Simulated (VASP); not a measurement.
Crystal: V.

```
V
1.0
     1.51189   -4.79601    0.00000
     1.51189    4.79601    0.00000
     0.00000    0.00000    4.00124
V
4
Direct
  0.09800 0.90200 0.91000
  0.59800 0.40200 0.59000
  0.90200 0.09800 0.09000
  0.40200 0.59800 0.41000
```

The cell was built by a generator and needn't be a form met in nature.

| Item | Value |
| --- | --- |
| Program | VASP 6.6.1 |
| Task | relaxation of cell and atoms |
| Functional | PBE |
| Potentials or basis | VASP PAW PBE potentials, release 64 (V_sv) |
| Cutoff | 600 eV |
| k mesh | 6 × 6 × 4 |
| Occupations | gaussian, width 0.1 eV |
| Spin | collinear spin, typed start |
| Starting moments | [0.16, 0.16, 0.16, 0.16] μB |

At the start: pressure 32.1 GPa; volume 14.51 Å³/atom.

Q: How do energy, volume and symmetry change on relaxing?

A: Over 15 steps the energy falls by 1963.3 meV/atom and the volume is 13.92 Å³/atom (-4.0 %); space group Fmmm (No. 69, to 0.05 Å); moment 0.00 μB per cell.

Step by step:
```tsv
step	energy change (eV)	largest force (eV/Å)	pressure (GPa)	volume (Å³)
1	0.0000	6.9014	32.09	58.03
2	-3.1975	0.6467	-27.15	85.98
3	-4.2663	1.9732	-17.46	75.10
4	-4.2752	2.1954	-15.92	74.07
5	-6.8368	1.6195	-14.45	63.09
6	-7.7701	0.2975	1.85	55.02
7	-7.7721	0.3409	-0.07	55.55
8	-7.8265	0.1187	0.26	55.46
9	-7.8422	0.0225	0.72	55.38
10	-7.8401	0.2475	2.39	55.19
11	-7.8473	0.0955	1.29	55.30
12	-7.8472	0.0884	-2.21	56.45
13	-7.8521	0.0463	-0.51	55.87
14	-7.8531	0.0076	0.15	55.65
15	-7.8532	0.0139	0.00	55.69
```

Final structure:
```cif
data_structure
_symmetry_space_group_name_H-M 'P 1'
_symmetry_Int_Tables_number 1
_cell_length_a 4.7106
_cell_length_b 4.7106
_cell_length_c 4.3322
_cell_angle_alpha 90.000
_cell_angle_beta 90.000
_cell_angle_gamma 144.594
_cell_volume 55.69
loop_
_atom_site_label
_atom_site_type_symbol
_atom_site_fract_x
_atom_site_fract_y
_atom_site_fract_z
_atom_site_occupancy
V1 V 0.13608 0.86392 0.99984 1
V2 V 0.63608 0.36392 0.50016 1
V3 V 0.86392 0.13608 0.00016 1
V4 V 0.36392 0.63608 0.49984 1
```

Caveat: the k mesh is coarse (spacing up to 0.39 Å⁻¹), so the values aren't converged.
